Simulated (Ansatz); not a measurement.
# CO on Ru (001)

The task, for Ru: cut and relax a (001) slab, then adsorb CO from several starts and take the binding apart.

Computed with Ansatz 0.2.0 (DFT PBE+D3(BJ), scalar-relativistic, plane waves, PAW, unless a step's input says otherwise).

1 further run of the same task is left out (set aside as unsound or not needed).

### Step 1. Starting point

It takes space group P6_3/mmc (No. 194, hexagonal). The conventional cell has a = 2.698 Å, b = 2.698 Å, c = 4.266 Å, α = 90.00°, β = 90.00°, γ = 120.00°. Ru (site symmetry -6m2) has 12 Ru at 2.64 to 2.70 Å as nearest neighbours.

Structure file:

```
CELL_PARAMETERS angstrom
2.69759 0.00000 0.00000
-1.34880 2.33619 0.00000
0.00000 0.00000 4.26582
ATOMIC_POSITIONS crystal
Ru 0.33333 0.66667 0.25000
Ru 0.66667 0.33333 0.75000
```

It is the result of an earlier relaxation at this level (volume 13.44 Å³/atom; gap on the mesh: none (metal)).

### Step 2. The slab

Miller indices refer to the conventional cell of the relaxed bulk, P6_3/mmc (No. 194): a = 2.698 Å, b = 2.698 Å, c = 4.266 Å, α = 90.00°, β = 90.00°, γ = 120.00°.

A (001) slab, 6.4 Å thick as cut, with 16 Å of vacuum, in a 2×2 surface cell; its outer planes are Ru (top) and Ru (bottom).

The slab as cut. Layers, bottom to top:

```
plane  atoms per cell  height over the lowest (Å)
    1             Ru4                        0.00
    2             Ru4                        2.13
    3             Ru4                        4.27
    4             Ru4                        6.40
```

### Step 3. The clean surface, relaxed

input.yaml reads:

```yaml
crystal:
  lattice:
    - [5.3951895498, 0.0, 0.0]
    - [-2.6975947749, 4.6723712083, 0.0]
    - [0.0, 0.0, 22.398726996]
  atoms:
    - { symbol: Ru, position: [0.3333333333, 0.1666666667, 0.3571631549] }
    - { symbol: Ru, position: [0.3333333333, 0.6666666667, 0.3571631549] }
    - { symbol: Ru, position: [0.8333333333, 0.1666666667, 0.3571631549] }
    - { symbol: Ru, position: [0.8333333333, 0.6666666667, 0.3571631549] }
    - { symbol: Ru, position: [0.1666666667, 0.3333333333, 0.4523877183] }
    - { symbol: Ru, position: [0.1666666667, 0.8333333333, 0.4523877183] }
    - { symbol: Ru, position: [0.6666666667, 0.3333333333, 0.4523877183] }
    - { symbol: Ru, position: [0.6666666667, 0.8333333333, 0.4523877183] }
    - { symbol: Ru, position: [0.3333333333, 0.1666666667, 0.5476122817] }
    - { symbol: Ru, position: [0.3333333333, 0.6666666667, 0.5476122817] }
    - { symbol: Ru, position: [0.8333333333, 0.1666666667, 0.5476122817] }
    - { symbol: Ru, position: [0.8333333333, 0.6666666667, 0.5476122817] }
    - { symbol: Ru, position: [0.1666666667, 0.3333333333, 0.6428368451] }
    - { symbol: Ru, position: [0.1666666667, 0.8333333333, 0.6428368451] }
    - { symbol: Ru, position: [0.6666666667, 0.3333333333, 0.6428368451] }
    - { symbol: Ru, position: [0.6666666667, 0.8333333333, 0.6428368451] }
basis:
  ecutwfc: 420
kpoints:
  mp_grid: { grid: [4, 4, 1] }
hamiltonian:
  xc: pbe
  dispersion: d3bj
scf:
  occupations: { method: gaussian, width: 0.1 }
output:
  forces: true
  eigenvalues: true
relax:
  adjacent_minimum: "off"
  f_tol: 0.03
  max_steps: 70
  constraints: [{ sites: [0, 1, 2, 3, 4, 5, 6, 7] }]
efield:
  axis: 3
  dipole_correction: true
  ramp_width: 0.04
```

Launch:

```console
> ansatz run input.yaml --threads 4 --pin off --max-ram 10240MiB --backend cpu --events-out ev --progress --plain --runs-dir out
```

The session goes on with these runs: CO, tilted, over a hollow (nearest Ru) site; CO, inverted, over a top (Ru) site; the lowest end once more, with its density; the slab alone, frozen as in the lowest end; the molecules alone, frozen as adsorbed.

**Question.** What will these runs give? Wanted: clean slab: work function; clean slab: dipole along +c; CO: lowest end; interaction of the frozen parts; electrons moved above the midplane.

The runs gave:

| quantity | value |
| --- | --- |
| clean slab: work function | 4.97 eV (top face), 5.00 eV (bottom face) |
| clean slab: dipole along +c | 0.005 e·Å per cell |
| CO: lowest end | E_ads -2.15 eV, tilted start over hollow Ru-Ru-Ru |
| interaction of the frozen parts | -2.25 eV a cell |
| cost of deforming the slab | 0.08 eV |
| cost of deforming and crowding the molecules | 0.02 eV |
| electrons moved above the midplane | +0.091 |

CO binds with 2.15 eV a molecule at best. In all 0.54 electrons are rearranged, and 0.09 cross the midplane towards the molecule. The final runs have no spin polarisation, so no magnetic state was tried and one may lie lower.
